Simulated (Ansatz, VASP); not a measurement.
This is a calculation of WS2 for Ansatz 0.2.0. Measurements of this composition are mostly on another form, of space group No. 194.

Contents of input.yaml:

```yaml
crystal:
  lattice:
    - [1.579, 0.9116360751, 6.1633333333]
    - [-1.579, 0.9116360751, 6.1633333333]
    - [0.0, -1.8232721501, 6.1633333333]
  atoms:
    - { symbol: W, position: [0.0, 0.0, 0.0] }
    - { symbol: S, position: [0.581, 0.581, 0.581] }
    - { symbol: S, position: [0.7503, 0.7503, 0.7503] }
hamiltonian:
  xc: lda
  pseudopotentials: { kind: paw }
kpoints:
  mp_grid: { grid: [10, 10, 10] }
scf:
  occupations: { method: gaussian, width: 0.1 }
output:
  forces: true
  stress: true
  eigenvalues: true
```

Potentials or basis: Ansatz PAW.

Run with:

```sh
$ ansatz run input.yaml --threads 1 --pin off --max-ram 3584MiB --backend cpu --events-out ev --progress --plain --runs-dir out
```

Q: Set up the same calculation for VASP 6.6.1. Potentials or basis there: LDA PAW files S, W, 500 eV.

A: As run (cutoffs and basis follow the program's own potentials, and thresholds, step limits or extra output files can differ):

Contents of INCAR:

```
  PREC = Accurate
  ENCUT = 500
  EDIFF = 1E-6
  ISMEAR = 0
  SIGMA = 0.1
  LREAL = False
  LASPH = True
  NELM = 100
  ALGO = Normal
  ISIF = 2
  LWAVE = False
  LCHARG = True
  LELF = True
  LVHAR = True
  NBANDS = 16
```

Contents of KPOINTS:

```
regular mesh
0
Gamma
  10 10 10
```

File POSCAR:

```
WS2
1.0
    1.5790000000      0.9116360751      6.1633333333
   -1.5790000000      0.9116360751      6.1633333333
    0.0000000000     -1.8232721501      6.1633333333
W S
1 2
Cartesian
    0.0000000000      0.0000000000      0.0000000000
    0.0000000000      0.0000000001     10.7426899999
    0.0000000000      0.0000000001     13.8730469999
```

Potentials or basis: VASP PAW LDA potentials, release 64 (W, S).

Run with:

```sh
$ cat potpaw_LDA.64/W/POTCAR potpaw_LDA.64/S/POTCAR > POTCAR
$ mpirun -np 1 vasp_std > vasp.out
```

Both were run:

|  | Ansatz | VASP |
| --- | --- | --- |
| Pressure | -3.7 GPa | -3.9 GPa |
| Largest force | 0.585 eV/Å | 0.589 eV/Å |

Ansatz's pressure holds a Pulay term of +0.02 GPa for its cutoff of 420 eV, which the other run lacks.

The potentials hold 26 and 18 valence electrons a cell.

Ansatz's potentials were made for PBE.

Where Ansatz's input types no cutoff or centring, it takes its own default and a Γ-centred mesh.

The two programs' LDA may be different fits to the electron gas.

Pressure is positive in compression.
